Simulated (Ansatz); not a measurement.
# Hf (P6/mmm): from the listed cell to zero pressure

Where does the pressure of Hf (P6/mmm) vanish?

Computed with Ansatz 0.2.0 (DFT r²SCAN and PBE (the runs whose input is shown use PBE), scalar-relativistic, plane waves, PAW).

## 1. Starting point

It takes space group P6/mmm (No. 191, hexagonal). Conventional cell: a = 4.962 Å, b = 4.962 Å, c = 3.086 Å, α = 90.00°, β = 90.00°, γ = 120.00°. Hf (site symmetry -6m2) is surrounded by 11 Hf at 2.87 to 3.25 Å. Hf (site symmetry 6/mmm) is surrounded by 14 Hf at 3.09 to 3.25 Å.

Structure file:

```cif
data_structure
_symmetry_space_group_name_H-M 'P6/mmm'
_symmetry_Int_Tables_number 191
_cell_length_a 4.9623
_cell_length_b 4.9623
_cell_length_c 3.0862
_cell_angle_alpha 90.000
_cell_angle_beta 90.000
_cell_angle_gamma 120.000
_cell_volume 65.82
loop_
_atom_site_label
_atom_site_type_symbol
_atom_site_symmetry_multiplicity
_atom_site_Wyckoff_symbol
_atom_site_fract_x
_atom_site_fract_y
_atom_site_fract_z
_atom_site_occupancy
Hf1 Hf 2 d 0.66667 0.33333 0.50000 1
Hf2 Hf 1 a 0.00000 0.00000 0.00000 1
```

## 2. First run, at the start cell

Input file input.yaml:

```yaml
crystal:
  lattice:
    - [4.962329544, 0.0, 0.0]
    - [-2.481164772, 4.297503447, 0.0]
    - [0.0, 0.0, 3.08623225]
  atoms:
    - { symbol: Hf, position: [0.66666667, 0.33333333, 0.5] }
    - { symbol: Hf, position: [0.33333333, 0.66666667, 0.5] }
    - { symbol: Hf, position: [0.0, 0.0, 0.0] }
basis:
  ecutwfc: 420
  ecutrho_ratio: 4
kpoints:
  mp_grid: { grid: [6, 6, 6] }
hamiltonian:
  xc: pbe
scf:
  occupations: { method: gaussian, width: 0.05 }
output:
  forces: true
  stress: true
  eigenvalues: true
relax:
  f_tol: 0.03
  max_steps: 60
  cell: { stress_tol: 0.3 }
```

The run is started by

```sh
$ ansatz run input.yaml --threads 2 --pin off --max-ram 5120MiB --backend cpu --events-out ev --progress --plain --runs-dir out
```

Further steps of the session: Another level, run 2; Next volume, run 3; Next volume, run 4.

Q: Predict the outcome of this session. Wanted: volume; pressure; conventional cell; gap on the mesh.

**Answer**, as computed:

```
         quantity                                                                       value
           volume                                                              22.048 Å³/atom
         pressure                                                                    0.00 GPa
conventional cell  a = 4.973 Å, b = 4.973 Å, c = 3.089 Å, α = 90.00°, β = 90.00°, γ = 120.00°
  gap on the mesh                                                                none (metal)
```

The volume went from 21.94 to 22.05 Å³/atom (+0.5 %), where 0.00 GPa is left. Spin–orbit coupling is left out, though the cell holds Hf; in elements this heavy it can shift levels and gaps by tenths of an eV.
